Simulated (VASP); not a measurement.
# Ta (Im-3m) in VASP: a series of runs

The runs below take Ta through relaxation of cell and atoms, with PBE.

Everything below comes from runs of VASP 6.6.1. Logs are shortened: lines on timing, memory, paths and dates and some standing lists are left out, and cuts for length are marked.

## (1) The crystal as given

Symmetry: Im-3m, No. 229, cubic system. The conventional cell has a = 3.303 Å, b = 3.303 Å, c = 3.303 Å, α = 90.00°, β = 90.00°, γ = 90.00°. Around Ta (site symmetry m-3m) lie 8 Ta at 2.86 Å.

## (2) Relaxation of cell and atoms, PBE

Input file INCAR:

```
SYSTEM = Ta
ALGO = Normal
EDIFF = 1E-7
EDIFFG = -0.002
ENCUT = 520
GGA = PE
IBRION = 2
ISIF = 3
ISMEAR = 0
LASPH = .True.
LCHARG = .False.
LREAL = .False.
LWAVE = .False.
NELM = 100
NSW = 80
PREC = Accurate
SIGMA = 0.1
```

Input file KPOINTS:

```
k-points
0
Gamma
  4 4 4
  0 0 0
```

Input file POSCAR:

```
Ta
1.0
   -1.6512800000      1.6512800000      1.6512800000
    1.6512800000     -1.6512800000      1.6512800000
    1.6512800000      1.6512800000     -1.6512800000
Ta
1
Direct
    0.0000000000      0.0000000000      0.0000000000
```

Potentials or basis: VASP PAW PBE potentials, release 64 (Ta_pv).

Run with:

```console
$ cat potpaw_PBE.64/Ta_pv/POTCAR > POTCAR
$ mpirun -np 1 vasp_std > vasp.out
```

OUTCAR:

```text
SYSTEM = Ta
   EDIFF = 1E-7
   EDIFFG = -0.002
   ENCUT = 520
   GGA = PE
   IBRION = 2
   ISIF = 3
   ISMEAR = 0
   LASPH = .True.
   LREAL = .False.
   NELM = 100
   NSW = 80
   PREC = Accurate

 ion  position               nearest neighbor table
   1  0.000  0.000  0.000-

  LATTYP: Found a body centered cubic cell.
 ALAT       =     3.3025600000

  Lattice vectors:

 A1 = (  -1.6512800000,   1.6512800000,   1.6512800000)
 A2 = (   1.6512800000,  -1.6512800000,   1.6512800000)
 A3 = (   1.6512800000,   1.6512800000,  -1.6512800000)

Analysis of symmetry for initial positions (statically):
=====================================================================
 Subroutine PRICEL returns:
 Original cell was already a primitive cell.

 Routine SETGRP: Setting up the symmetry group for a
 body centered cubic supercell.

 Subroutine GETGRP returns: Found 48 space group operations
 (whereof 48 operations were pure point group operations)
 out of a pool of 48 trial point group operations.

The static configuration has the point symmetry O_h .

Analysis of symmetry for dynamics (positions and initial velocities):
=====================================================================
 Subroutine PRICEL returns:
 Original cell was already a primitive cell.

 Routine SETGRP: Setting up the symmetry group for a
 body centered cubic supercell.

 Subroutine GETGRP returns: Found 48 space group operations
 (whereof 48 operations were pure point group operations)
 out of a pool of 48 trial point group operations.

The dynamic configuration has the point symmetry O_h .

 Subroutine INISYM returns: Found 48 space group operations
 (whereof 48 operations are pure point group operations),
 and found     1 'primitive' translations

----------------------------------------------------------------------------------------

                                     Primitive cell

  volume of cell :      18.0104

  direct lattice vectors                    reciprocal lattice vectors
    -1.651280000  1.651280000  1.651280000     0.000000000  0.302795407  0.302795407
     1.651280000 -1.651280000  1.651280000     0.302795407  0.000000000  0.302795407
     1.651280000  1.651280000 -1.651280000     0.302795407  0.302795407  0.000000000

  length of vectors
     2.860100858  2.860100858  2.860100858     0.428217371  0.428217371  0.428217371

  position of ions in fractional coordinates (direct lattice)
     0.000000000  0.000000000  0.000000000

  ion indices of the primitive-cell ions
   primitive index   ion index
                 1           1

----------------------------------------------------------------------------------------

 KPOINTS: k-points

Automatic generation of k-mesh.
 Grid dimensions read from file:
 generate k-points for:    4    4    4

 Generating k-lattice:

  Cartesian coordinates                     Fractional coordinates (reciprocal lattice)
     0.000000000  0.075698852  0.075698852     0.250000000  0.000000000  0.000000000
     0.075698852  0.000000000  0.075698852     0.000000000  0.250000000  0.000000000
     0.075698852  0.075698852  0.000000000     0.000000000  0.000000000  0.250000000

  Length of vectors
     0.107054343  0.107054343  0.107054343

  Shift w.r.t. Gamma in fractional coordinates (k-lattice)
     0.000000000  0.000000000  0.000000000

 Subroutine IBZKPT returns following result:
 ===========================================

 Found      8 irreducible k-points:

 Following reciprocal coordinates:
            Coordinates               Weight
  0.000000  0.000000  0.000000      1.000000
  0.250000  0.000000  0.000000     12.000000
  0.500000  0.000000  0.000000      6.000000
  0.250000  0.250000  0.000000     24.000000
  0.250000  0.250000  0.250000      2.000000
 -0.250000  0.250000  0.250000      6.000000
  0.500000  0.500000  0.250000     12.000000
  0.500000  0.500000  0.500000      1.000000
   k-points           NKPTS =      8   k-points in BZ     NKDIM =      8   number of bands    NBANDS=      9
   number of dos      NEDOS =    301   number of ions     NIONS =      1
   total plane-waves  NPLWV =  13824
   dimension x,y,z NGX =    24 NGY =   24 NGZ =   24
   dimension x,y,z NGXF=    48 NGYF=   48 NGZF=   48
   ions per type =               1
   NGX,Y,Z   is equivalent  to a cutoff of  13.95, 13.95, 13.95 a.u.
   NGXF,Y,Z  is equivalent  to a cutoff of  27.90, 27.90, 27.90 a.u.
 SYSTEM =  Ta
   PREC   = accura    normal or accurate (medium, high low for compatibility)
   ISTART =      0    job   : 0-new  1-cont  2-samecut
   ICHARG =      2    charge: 1-file 2-atom 10-const
   ISPIN  =      1    spin polarized calculation?
   LNONCOLLINEAR =      F non collinear calculations
   LSORBIT =      F    spin-orbit coupling
   LASPH  =      T    aspherical Exc in radial PAW
   ENCUT  =  520.0 eV  38.22 Ry    6.18 a.u.   5.32  5.32  5.32*2*pi/ulx,y,z
   NELM   =    100;   NELMIN=  2; NELMDL= -5     # of ELM steps
   EDIFF  = 0.1E-06   stopping-criterion for ELM
   LREAL  =      F    real-space projection
   EDIFFG = -.2E-02   stopping-criterion for IOM
   NSW    =     80    number of steps for IOM
   IBRION =      2    ionic relax: 0-MD 1-quasi-New 2-CG
   NFREE  =      1    steps in history (QN), initial steepest desc. (CG)
   ISIF   =      3    stress and relaxation
   ISYM   =      2    0-nonsym 1-usesym 2-fastsym
   POTIM  = 0.5000    time-step for ionic-motion
   TEBEG  =    0.0;   TEEND  =   0.0 temperature during run
   PSTRESS=    0.0 pullay stress
   NELECT =      11.0000    total number of electrons
   NUPDOWN=      -1.0000    fix difference up-down
   EMIN   =  10.00;   EMAX   =-10.00  energy-range for DOS
   EFERMI =   0.00;   METHOD = LEGACY
   ISMEAR =     0;   SIGMA  =   0.10  broadening in eV -4-tet -1-fermi 0-gaus
   EFERMI_NEDOS =   21; number of points for ismear=-14 and -15
   IALGO  =     38    algorithm
   IMIX   =      4    mixing-type and parameters
     AMIX     =   0.40;   BMIX     =  1.00
     AMIX_MAG =   1.60;   BMIX_MAG =  1.00
  volume/ion in A,a.u.               =      18.01       121.54
  Fermi-wavevector in a.u.,A,eV,Ry     =   1.388988  2.624806 26.249534  1.929286
  Thomas-Fermi vector in A             =   2.513061
   LORBIT       =      0    0 simple, 1 ext, 2 COOP (PROOUT), +10 PAW based schemes
   GGA     = PE    functional components
   LHFCALC =     F    Hartree Fock is set to
   AEXX    =    0.0000 exact exchange contribution
   IVDW    =     0    specifies the selected vdW correction
   LEPSILON=     F    determine dielectric tensor
   LRPA    =     F    only Hartree local field effects (RPA)
 conjugate gradient relaxation of ions
 non-spin polarized calculation
 Gauss-broadening in eV      SIGMA  =   0.10
  energy-cutoff  :      520.00
  volume of cell :       18.01
 maximum number of plane-waves:       496
 NGX is ok and might be reduce to    24
   NGX = 11   NGY = 11   NGZ = 11

--------------------------------------- Ionic step        1  -------------------------------------------

 number of electron      11.0000002 magnetization

 Free energy of the ion-electron system (eV)
  ---------------------------------------------------
  ext. energy  EPLUGINS =         0.00000000
  ---------------------------------------------------
  free energy    TOTEN  =       -11.90619063 eV

  energy without entropy =      -11.89584372  energy(sigma->0) =      -11.90101717

------------------------ aborting loop because EDIFF is reached ----------------------------------------

  FORCE on cell =-STRESS in cart. coord.  units (eV):
  Direction    XX          YY          ZZ          XY          YZ          ZX
  --------------------------------------------------------------------------------------
  -------------------------------------------------------------------------------------
  Total        0.3683131      0.3683131      0.3683131      0.0000000     -0.0000000     -0.0000000
  in kB       32.7646524     32.7646524     32.7646524      0.0000000     -0.0000000     -0.0000000
  external PRESSURE =      32.7646524 kB  Pullay stress =       0.0000000 kB

 VOLUME and BASIS-vectors are now :
 -----------------------------------------------------------------------------
  energy-cutoff  :      520.00
  volume of cell :       18.01
      direct lattice vectors                 reciprocal lattice vectors
    -1.651280000  1.651280000  1.651280000     0.000000000  0.302795407  0.302795407
     1.651280000 -1.651280000  1.651280000     0.302795407  0.000000000  0.302795407
     1.651280000  1.651280000 -1.651280000     0.302795407  0.302795407  0.000000000
[... 71 lines left out ...]
 POSITION                                       TOTAL-FORCE (eV/Angst)
 -----------------------------------------------------------------------------------
      0.00000      0.00000     -0.00000         0.000000      0.000000     -0.000000
 -----------------------------------------------------------------------------------
    total drift:                               -0.000000      0.000000     -0.000000

  FREE ENERGIE OF THE ION-ELECTRON SYSTEM (eV)
  ---------------------------------------------------
  free  energy   TOTEN  =       -11.9088947734 eV

  energy  without entropy=      -11.8985478548  energy(sigma->0) =      -11.90372131

[... ionic steps 4 to 13 ...]

--------------------------------------- Ionic step       14  -------------------------------------------

 number of electron      11.0000001 magnetization

------------------------ aborting loop because EDIFF is reached ----------------------------------------

  FORCE on cell =-STRESS in cart. coord.  units (eV):
  Direction    XX          YY          ZZ          XY          YZ          ZX
  --------------------------------------------------------------------------------------
  -------------------------------------------------------------------------------------
  Total        0.0029507      0.0029507      0.0029507     -0.0000000     -0.0000000     -0.0000000
  in kB        0.2586472      0.2586472      0.2586472     -0.0000000     -0.0000000     -0.0000000
  external PRESSURE =       0.2586472 kB  Pullay stress =       0.0000000 kB

 VOLUME and BASIS-vectors are now :
 -----------------------------------------------------------------------------
  energy-cutoff  :      520.00
  volume of cell :       18.28
      direct lattice vectors                 reciprocal lattice vectors
    -1.659423811  1.659423811  1.659423811     0.000000000  0.301309404  0.301309404
     1.659423811 -1.659423811  1.659423811     0.301309404  0.000000000  0.301309404
     1.659423811  1.659423811 -1.659423811     0.301309404  0.301309404  0.000000000
[... 36 lines left out ...]
 POSITION                                       TOTAL-FORCE (eV/Angst)
 -----------------------------------------------------------------------------------
     -1.65944      1.65944      1.65944        -0.000000     -0.000000      0.000000
 -----------------------------------------------------------------------------------
    total drift:                               -0.000000     -0.000000      0.000000

  FREE ENERGIE OF THE ION-ELECTRON SYSTEM (eV)
  ---------------------------------------------------
  free  energy   TOTEN  =       -11.9088954119 eV

  energy  without entropy=      -11.8985484933  energy(sigma->0) =      -11.90372195

--------------------------------------- Ionic step       16  -------------------------------------------

 number of electron      11.0000001 magnetization

 Free energy of the ion-electron system (eV)
  ---------------------------------------------------
  ext. energy  EPLUGINS =         0.00000000
  ---------------------------------------------------
  free energy    TOTEN  =       -11.90889537 eV

  energy without entropy =      -11.89854845  energy(sigma->0) =      -11.90372191

 E-fermi :   5.2985     XC(G=0): -12.5447

 val. band max:        5.2836499779   @ k =   0.2500   0.0000   0.0000
 cond. band min:       6.0931872934   @ k =   0.0000   0.0000   0.0000
 fundamental gap:      0.8095373155
 Fermi energy:         5.2985295124

 k-point     1 :       0.0000    0.0000    0.0000
  band No.  band energies     occupation
      1     -27.7762      2.00000
      2     -27.7762      2.00000
      3     -27.7762      2.00000
      4      -2.4920      2.00000
      5       6.0932      0.00000
      6       6.0932      0.00000
      7       6.0932      0.00000
      8       9.3162      0.00000
      9       9.3162      0.00000

 k-point     2 :       0.2500    0.0000    0.0000
  band No.  band energies     occupation
      1     -28.3579      2.00000
      2     -27.9605      2.00000
      3     -27.7794      2.00000
      4      -0.2284      2.00000
      5       4.8331      2.00000
      6       5.2836      1.16667
      7       8.6419      0.00000
      8       8.7376      0.00000
      9       9.4987      0.00000
[... 92 lines left out ...]
 POSITION                                       TOTAL-FORCE (eV/Angst)
 -----------------------------------------------------------------------------------
      1.65948     -1.65948      1.65948         0.000000     -0.000000      0.000000
 -----------------------------------------------------------------------------------
    total drift:                               -0.000000     -0.000000      0.000000

  FREE ENERGIE OF THE ION-ELECTRON SYSTEM (eV)
  ---------------------------------------------------
  free  energy   TOTEN  =       -11.9088953712 eV

  energy  without entropy=      -11.8985484526  energy(sigma->0) =      -11.90372191

 reached required accuracy - stopping structural energy minimisation
```

Run time: 18 s. Hardware: 1 thread of Intel Xeon Platinum 8488C (Sapphire Rapids), shared host; peak memory 0.14 GiB.

Results:

- Free energy: -11.9089 eV
- Relaxed volume: 18.28 Å³/atom
- Relaxed cell: a = 2.874 Å, b = 2.874 Å, c = 2.874 Å, α = 109.47°, β = 109.47°, γ = 109.47°
- Space group after relaxing (to 0.05 Å): Im-3m (No. 229)
- Energy gained by relaxing: 2.7 meV/atom
- Ionic steps: 16
- Pressure after relaxing: 0.0 GPa
- Band gap on the k mesh: none (metal or under the smearing width)

Step by step:
| step | energy change (eV) | largest force (eV/Å) | pressure (GPa) | volume (Å³) |
| --- | --- | --- | --- | --- |
| 1 | 0.0000 | 0.0000 | 3.28 | 18.01 |
| 2 | 0.0145 | 0.0000 | -7.50 | 18.99 |
| 3 | -0.0027 | 0.0000 | -0.04 | 18.28 |
| 4 | -0.0027 | 0.0000 | 0.03 | 18.28 |
| 5 | -0.0027 | 0.0000 | 0.03 | 18.28 |
| 6 | -0.0027 | 0.0000 | 0.03 | 18.28 |
| 7 | -0.0027 | 0.0000 | 0.02 | 18.28 |
| 8 | -0.0027 | 0.0000 | 0.02 | 18.28 |
| 9 | -0.0027 | 0.0000 | 0.02 | 18.28 |
| 10 | -0.0027 | 0.0000 | 0.02 | 18.28 |
| 11 | -0.0027 | 0.0000 | 0.02 | 18.28 |
| 12 | -0.0027 | 0.0000 | 0.02 | 18.28 |
| 13 | -0.0027 | 0.0000 | 0.02 | 18.28 |
| 14 | -0.0027 | 0.0000 | 0.03 | 18.28 |
| 15 | -0.0027 | 0.0000 | 0.03 | 18.28 |
| 16 | -0.0027 | 0.0000 | 0.00 | 18.28 |

Final structure:
```
Ta
1.0
    -1.65948    1.65948    1.65948
     1.65948   -1.65948    1.65948
     1.65948    1.65948   -1.65948
Ta
1
Direct
  0.00000 0.00000 0.00000
```

Caveat: the k mesh is coarse (spacing up to 0.67 Å⁻¹), so the values aren't converged.

## (3) Relaxation of cell and atoms, PBE

This run uses another cell than the first one, of 18.28 Å³/atom, 1.015 times its volume.

INCAR is that of step 2.

KPOINTS is that of step 2.

Input file POSCAR:

```
Ta                                      
1.0
   -1.6594764652      1.6594764652      1.6594764652
    1.6594764652     -1.6594764652      1.6594764652
    1.6594764652      1.6594764652     -1.6594764652
  Ta            
     1
Direct
     0.0000000000000000    1.0000000000000000    0.0000000000000000
```

Potentials or basis: VASP PAW PBE potentials, release 64 (Ta_pv).

Run with:

```console
$ cat potpaw_PBE.64/Ta_pv/POTCAR > POTCAR
$ mpirun -np 1 vasp_std > vasp.out
```

Wall time 3.6 s (1 thread of Intel Xeon Platinum 8488C (Sapphire Rapids), shared host); peak memory 0.14 GiB.

Results (log left out):

```
Free energy             : -11.9089 eV
Pressure after relaxing : 0.0 GPa
Band gap on the k mesh  : none (metal or under the smearing width)
```

Final structure:
```
Ta
1.0
    -1.65948    1.65948    1.65948
     1.65948   -1.65948    1.65948
     1.65948    1.65948   -1.65948
Ta
1
Direct
  0.00000 0.00000 0.00000
```

Levels at points of the mesh, in eV from the Fermi level:
```csv
k point,band 3,band 4,band 5,band 6,band 7,band 8
"(0.00, 0.00, 0.00)",-33.07,-7.79,0.79,0.79,0.79,4.02
"(0.50, 0.00, 0.00)",-33.08,-4.25,-1.44,1.59,3.89,4.90
"(0.50, 0.50, 0.50)",-33.86,-3.65,-3.65,6.77,6.77,6.77
```

Caveat: the k mesh is coarse (spacing up to 0.67 Å⁻¹), so the values aren't converged; the relaxation stopped at its first step, so nothing moved.
